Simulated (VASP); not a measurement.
# BaTiO3 (Pm-3m) in VASP: notebook

The runs below take BaTiO3 through single point, with LDA.

All numbers are computed with VASP 6.6.1; they aren't measurements. Logs are shortened: lines on timing, memory, paths and dates and some standing lists are left out, and cuts for length are marked.

### Step 1. Starting point

The structure is cubic, space group Pm-3m (No. 221). The conventional cell has a = 4.006 Å, b = 4.006 Å, c = 4.006 Å, α = 90.00°, β = 90.00°, γ = 90.00°. Around Ba (site symmetry m-3m) lie 12 O at 2.83 Å. Ti (site symmetry m-3m) is surrounded by 6 O at 2.00 Å. O (site symmetry 4/mmm) has 2 Ti at 2.00 Å as nearest neighbours.

### Step 2. Single point, LDA

File INCAR:

```
PREC = Accurate
ENCUT = 460
EDIFF = 1E-7
ISMEAR = 0
SIGMA = 0.1
LREAL = False
LASPH = True
NELM = 100
ALGO = Normal
ISIF = 2
LWAVE = False
LCHARG = False
GGA = CA
ADDGRID = False
```

File KPOINTS:

```
Automatic mesh
0
Gamma
  4 4 4
```

File POSCAR:

```
BaTiO3
1.0
    4.0060000000      0.0000000000      0.0000000000
    0.0000000000      4.0060000000      0.0000000000
    0.0000000000      0.0000000000      4.0060000000
Ba Ti O
1 1 3
Direct
    0.5000000000      0.5000000000      0.5000000000
    0.0000000000      0.0000000000      0.0000000000
    0.0000000000      0.0000000000      0.5000000000
    0.0000000000      0.5000000000      0.0000000000
    0.5000000000      0.0000000000      0.0000000000
```

Potentials or basis: VASP PAW LDA potentials, release 64 (Ba_sv, Ti_sv, O).

Command:

```sh
$ cat potpaw_LDA.64/Ba_sv/POTCAR potpaw_LDA.64/Ti_sv/POTCAR potpaw_LDA.64/O/POTCAR > POTCAR
$ mpirun -np 1 vasp_std > vasp.out
```

OUTCAR:

```text
PREC = Accurate
   ENCUT = 460
   EDIFF = 1E-7
   ISMEAR = 0
   LREAL = False
   LASPH = True
   NELM = 100
   ISIF = 2
   GGA = CA

 Found     10 irreducible k-points:

 Following reciprocal coordinates:
            Coordinates               Weight
  0.000000  0.000000  0.000000      1.000000
  0.250000  0.000000  0.000000      6.000000
  0.500000  0.000000  0.000000      3.000000
  0.250000  0.250000  0.000000     12.000000
  0.500000  0.250000  0.000000     12.000000
  0.500000  0.500000  0.000000      3.000000
   k-points           NKPTS =     10   k-points in BZ     NKDIM =     10   number of bands    NBANDS=     24
   number of dos      NEDOS =    301   number of ions     NIONS =      5
   total plane-waves  NPLWV =  21952
   dimension x,y,z NGX =    28 NGY =   28 NGZ =   28
   dimension x,y,z NGXF=    56 NGYF=   56 NGZF=   56
   ions per type =               1   1   3
   NGX,Y,Z   is equivalent  to a cutoff of  11.62, 11.62, 11.62 a.u.
   NGXF,Y,Z  is equivalent  to a cutoff of  23.24, 23.24, 23.24 a.u.
 SYSTEM =  unknown system
   PREC   = accura    normal or accurate (medium, high low for compatibility)
   ISTART =      0    job   : 0-new  1-cont  2-samecut
   ICHARG =      2    charge: 1-file 2-atom 10-const
   ISPIN  =      1    spin polarized calculation?
   LNONCOLLINEAR =      F non collinear calculations
   LSORBIT =      F    spin-orbit coupling
   LASPH  =      T    aspherical Exc in radial PAW
   ENCUT  =  460.0 eV  33.81 Ry    5.81 a.u.   7.01  7.01  7.01*2*pi/ulx,y,z
   NELM   =    100;   NELMIN=  2; NELMDL= -5     # of ELM steps
   EDIFF  = 0.1E-06   stopping-criterion for ELM
   LREAL  =      F    real-space projection
   EDIFFG = 0.1E-05   stopping-criterion for IOM
   NSW    =      0    number of steps for IOM
   IBRION =     -1    ionic relax: 0-MD 1-quasi-New 2-CG
   NFREE  =      0    steps in history (QN), initial steepest desc. (CG)
   ISIF   =      2    stress and relaxation
   ISYM   =      2    0-nonsym 1-usesym 2-fastsym
   POTIM  = 0.5000    time-step for ionic-motion
   TEBEG  =    0.0;   TEEND  =   0.0 temperature during run
   PSTRESS=    0.0 pullay stress
   NELECT =      40.0000    total number of electrons
   NUPDOWN=      -1.0000    fix difference up-down
   EMIN   =  10.00;   EMAX   =-10.00  energy-range for DOS
   EFERMI =   0.00;   METHOD = LEGACY
   ISMEAR =     0;   SIGMA  =   0.10  broadening in eV -4-tet -1-fermi 0-gaus
   EFERMI_NEDOS =   21; number of points for ismear=-14 and -15
   IALGO  =     38    algorithm
   IMIX   =      4    mixing-type and parameters
     AMIX     =   0.40;   BMIX     =  1.00
     AMIX_MAG =   1.60;   BMIX_MAG =  1.00
  volume/ion in A,a.u.               =      12.86        86.77
  Fermi-wavevector in a.u.,A,eV,Ry     =   1.397603  2.641087 26.576187  1.953295
  Thomas-Fermi vector in A             =   2.520843
   LORBIT       =      0    0 simple, 1 ext, 2 COOP (PROOUT), +10 PAW based schemes
   GGA     = CA    functional components
   LHFCALC =     F    Hartree Fock is set to
   AEXX    =    0.0000 exact exchange contribution
   IVDW    =     0    specifies the selected vdW correction
   LEPSILON=     F    determine dielectric tensor
   LRPA    =     F    only Hartree local field effects (RPA)
 non-spin polarized calculation
 Gauss-broadening in eV      SIGMA  =   0.10
  energy-cutoff  :      460.00
  volume of cell :       64.29
 maximum number of plane-waves:      1472
   NGX = 15   NGY = 15   NGZ = 15

 number of electron      40.0000034 magnetization

 Free energy of the ion-electron system (eV)
  ---------------------------------------------------
  ext. energy  EPLUGINS =         0.00000000
  ---------------------------------------------------
  free energy    TOTEN  =       -44.08990147 eV

  energy without entropy =      -44.08990147  energy(sigma->0) =      -44.08990147

 E-fermi :   4.1129     XC(G=0): -11.7241

 val. band max:        3.5054296007   @ k =   0.5000   0.5000   0.5000
 cond. band min:       5.1398531478   @ k =   0.0000   0.0000   0.0000
 fundamental gap:      1.6344235471
 Fermi energy:         4.1129182487

 k-point     1 :       0.0000    0.0000    0.0000
  band No.  band energies     occupation
      1     -52.4150      2.00000
      2     -29.0280      2.00000
      3     -29.0280      2.00000
      4     -29.0280      2.00000
      5     -21.1581      2.00000
      6     -13.0679      2.00000
      7     -12.3606      2.00000
      8     -12.3606      2.00000
      9      -6.3772      2.00000
     10      -6.3772      2.00000
     11      -6.3772      2.00000
     12       1.1926      2.00000
     13       1.1926      2.00000
     14       1.1926      2.00000
     15       2.3978      2.00000
     16       2.3978      2.00000
     17       2.3978      2.00000
     18       3.3619      2.00000
     19       3.3619      2.00000
     20       3.3619      2.00000
     21       5.1399      0.00000
     22       5.1399      0.00000
     23       5.1399      0.00000
     24       7.4091      0.00000

 k-point     2 :       0.2500    0.0000    0.0000
  band No.  band energies     occupation
      1     -52.4145      2.00000
      2     -29.0546      2.00000
      3     -29.0269      2.00000
      4     -29.0269      2.00000
      5     -21.0979      2.00000
      6     -13.1495      2.00000
      7     -12.3409      2.00000
      8     -12.2674      2.00000
      9      -6.2917      2.00000
     10      -6.2917      2.00000
     11      -6.1450      2.00000
     12       0.3158      2.00000
     13       0.9954      2.00000
     14       0.9954      2.00000
     15       1.8873      2.00000
     16       1.8873      2.00000
     17       1.9251      2.00000
     18       2.2482      2.00000
     19       3.0255      2.00000
     20       3.0255      2.00000
     21       5.2194      0.00000
     22       6.1363      0.00000
     23       6.1363      0.00000
     24       7.4141      0.00000

 k-point     3 :       0.5000    0.0000    0.0000
  band No.  band energies     occupation
      1     -52.4139      2.00000
      2     -29.0809      2.00000
      3     -29.0258      2.00000
      4     -29.0258      2.00000
      5     -21.0360      2.00000
      6     -13.3174      2.00000
      7     -12.3205      2.00000
      8     -12.0561      2.00000
      9      -6.2013      2.00000
     10      -6.2013      2.00000
     11      -5.9186      2.00000
     12      -0.5165      2.00000
     13       0.6905      2.00000
     14       0.6905      2.00000
     15       1.5139      2.00000
     16       1.5352      2.00000
     17       1.6441      2.00000
     18       1.6441      2.00000
     19       2.7826      2.00000
     20       2.7826      2.00000
     21       5.3028      0.00000
     22       6.9337      0.00000
     23       6.9337      0.00000
     24       7.4179      0.00000

 k-point     4 :       0.2500    0.2500    0.0000
  band No.  band energies     occupation
      1     -52.4139      2.00000
      2     -29.0536      2.00000
      3     -29.0527      2.00000
      4     -29.0258      2.00000
      5     -21.0482      2.00000
      6     -13.0407      2.00000
      7     -12.3397      2.00000
      8     -12.2661      2.00000
      9      -6.3818      2.00000
     10      -6.1965      2.00000
     11      -6.0727      2.00000
     12      -0.0190      2.00000
     13       0.4642      2.00000
     14       0.7667      2.00000
     15       0.9494      2.00000
     16       1.4025      2.00000
     17       1.9794      2.00000
     18       2.4804      2.00000
     19       2.5370      2.00000
     20       3.0164      2.00000
     21       6.0934      0.00000
     22       6.2320      0.00000
     23       6.4686      0.00000
     24       7.9752      0.00000

 k-point     5 :       0.5000    0.2500    0.0000
  band No.  band energies     occupation
      1     -52.4134      2.00000
      2     -29.0791      2.00000
      3     -29.0517      2.00000
      4     -29.0248      2.00000
      5     -20.9973      2.00000
      6     -13.0445      2.00000
      7     -12.2863      2.00000
      8     -12.1845      2.00000
      9      -6.3107      2.00000
     10      -6.1696      2.00000
     11      -6.0954      2.00000
     12      -0.6118      2.00000
     13       0.0285      2.00000
     14       0.2713      2.00000
     15       0.7186      2.00000
     16       1.1852      2.00000
     17       2.0980      2.00000
     18       2.1907      2.00000
     19       2.3777      2.00000
     20       2.9914      2.00000
     21       6.1946      0.00000
     22       6.9360      0.00000
     23       7.0452      0.00000
     24       8.0783      0.00000

 k-point     6 :       0.5000    0.5000    0.0000
  band No.  band energies     occupation
      1     -52.4129      2.00000
      2     -29.0773      2.00000
      3     -29.0773      2.00000
      4     -29.0238      2.00000
      5     -20.9577      2.00000
      6     -12.6957      2.00000
      7     -12.3151      2.00000
      8     -12.3151      2.00000
      9      -6.3912      2.00000
     10      -6.3912      2.00000
     11      -5.9820      2.00000
     12      -0.8326      2.00000
     13      -0.6238      2.00000
     14      -0.3728      2.00000
     15       0.7574      2.00000
     16       0.7574      2.00000
     17       1.7667      2.00000
     18       2.6344      2.00000
     19       2.6344      2.00000
     20       3.4140      2.00000
     21       6.9404      0.00000
     22       6.9404      0.00000
     23       7.3478      0.00000
     24       8.2615      0.00000

 [... further k-points ...]
[... 5 lines left out ...]
  --------------------------------------------------------------------------------------
  -------------------------------------------------------------------------------------
  Total       -3.2065520     -3.2065520     -3.2065520     -0.0000000      0.0000000     -0.0000000
  in kB      -79.9127436    -79.9127436    -79.9127436     -0.0000000      0.0000000     -0.0000000
  external PRESSURE =     -79.9127436 kB  Pullay stress =       0.0000000 kB

 VOLUME and BASIS-vectors are now :
 -----------------------------------------------------------------------------
  energy-cutoff  :      460.00
  volume of cell :       64.29
      direct lattice vectors                 reciprocal lattice vectors
     4.006000000  0.000000000  0.000000000     0.249625562  0.000000000  0.000000000
     0.000000000  4.006000000  0.000000000     0.000000000  0.249625562  0.000000000
     0.000000000  0.000000000  4.006000000     0.000000000  0.000000000  0.249625562

 POSITION                                       TOTAL-FORCE (eV/Angst)
 -----------------------------------------------------------------------------------
      2.00300      2.00300      2.00300         0.000000      0.000000      0.000000
      0.00000      0.00000      0.00000         0.000000      0.000000      0.000000
      0.00000      0.00000      2.00300         0.000000      0.000000      0.000000
      0.00000      2.00300      0.00000         0.000000      0.000000      0.000000
      2.00300      0.00000      0.00000         0.000000      0.000000      0.000000
 -----------------------------------------------------------------------------------
    total drift:                                0.000000      0.000000     -0.000000

  FREE ENERGIE OF THE ION-ELECTRON SYSTEM (eV)
  ---------------------------------------------------
  free  energy   TOTEN  =       -44.0899014663 eV

  energy  without entropy=      -44.0899014663  energy(sigma->0) =      -44.08990147
```

Wall time 15 s (1 thread of AMD EPYC 7R13 (Zen 3), shared host); peak memory 0.12 GiB.

The run converged, but some of its settings lie outside the range that counts as converged, so its numbers aren't taken as properties of the crystal.

What came out:

| Item | Value |
| --- | --- |
| Free energy | -44.0899 eV |
| Pressure | -8.0 GPa |
| Band gap on the k mesh | 1.63 eV, indirect (least direct gap 1.78 eV) |

Caveat: the cutoff is under 1.25 times the usual one of these potentials, so pressure, stress and relaxed cells hold a basis-set (Pulay) error; spin-orbit coupling is left out, which moves the levels of the heavy elements.

### Step 3. Single point, LDA

INCAR is that of step 2.

KPOINTS is that of step 2.

File POSCAR:

```
BaTiO3
1.0
    4.0060000000      0.0000000000      0.0000000000
    0.0000000000      4.0060000000      0.0000000000
    0.0000000000      0.0000000000      4.0060000000
Ba Ti O
1 1 3
Direct
    0.4701120000      0.5031600000      0.5056990000
   -0.0202070000      0.0016430000     -0.0204470000
   -0.0270160000     -0.0188640000      0.5097340000
   -0.0003670000      0.4971430000     -0.0056670000
    0.4958670000     -0.0087980000      0.0064420000
```

Potentials or basis: VASP PAW LDA potentials, release 64 (Ba_sv, Ti_sv, O).

Command:

```sh
$ cat potpaw_LDA.64/Ba_sv/POTCAR potpaw_LDA.64/Ti_sv/POTCAR potpaw_LDA.64/O/POTCAR > POTCAR
$ mpirun -np 1 vasp_std > vasp.out
```

Run time: 46 s. Hardware: 1 thread of AMD EPYC 7R13 (Zen 3), shared host; peak memory 0.15 GiB.

The run converged, but some of its settings lie outside the range that counts as converged, so its numbers aren't taken as properties of the crystal.

Results:

* Free energy: -44.0635 eV
* Pressure: -6.6 GPa
* Largest force: 0.537 eV/Å
* Band gap on the k mesh: 1.81 eV, indirect (least direct gap 2.09 eV)

Caveat: the cutoff is under 1.25 times the usual one of these potentials, so pressure, stress and relaxed cells hold a basis-set (Pulay) error; spin-orbit coupling is left out, which moves the levels of the heavy elements.

### Step 4. Single point, LDA

Changes to INCAR since step 3:

```diff
@@ -4,3 +4,3 @@
 ISMEAR = 0
-SIGMA = 0.1
+SIGMA = 0.01
 LREAL = False
```

KPOINTS is that of step 3.

File POSCAR:

```
BaTiO3
1.0
    4.0060000000      0.0000000000      0.0000000000
    0.0000000000      4.0060000000      0.0000000000
    0.0000000000      0.0000000000      4.0060000000
Ba Ti O
1 1 3
Direct
    0.5000000000      0.5000000000      0.5000000000
    0.0000000000      0.0000000000      0.0000000000
    0.0000000000      0.0000000000      0.5000000000
    0.0000000000      0.5000000000      0.0000000000
    0.5000000000      0.0000000000      0.0000000000
```

Command:

```sh
$ cat potpaw_LDA.64/Ba_sv/POTCAR potpaw_LDA.64/Ti_sv/POTCAR potpaw_LDA.64/O/POTCAR > POTCAR
$ mpirun -np 1 vasp_std > vasp.out
```

It took 15 s on 1 thread of AMD EPYC 7R13 (Zen 3), shared host; peak memory 0.12 GiB.

These settings aren't checked as converged: the numbers below hold their error.

What came out:

- Free energy: -44.0899 eV
- Pressure: -8.0 GPa
- Band gap on the k mesh: 1.63 eV, indirect (least direct gap 1.78 eV)

Caveat: the cutoff is under 1.25 times the usual one of these potentials, so pressure, stress and relaxed cells hold a basis-set (Pulay) error; spin-orbit coupling is left out, which moves the levels of the heavy elements.

### Step 5. The reference run

An earlier run on the cell as given: functional PBEsol; potentials or basis VASP PAW PBE potentials, release 64 (Ba_sv, Ti_sv, O); cutoff 520 eV; k mesh 7 × 7 × 7; occupations fermi-dirac, width 0.05 eV; no spin polarisation.

* Pressure: -2.8 GPa
* Band gap on the k mesh: 1.76 eV, indirect (least direct gap 1.84 eV)
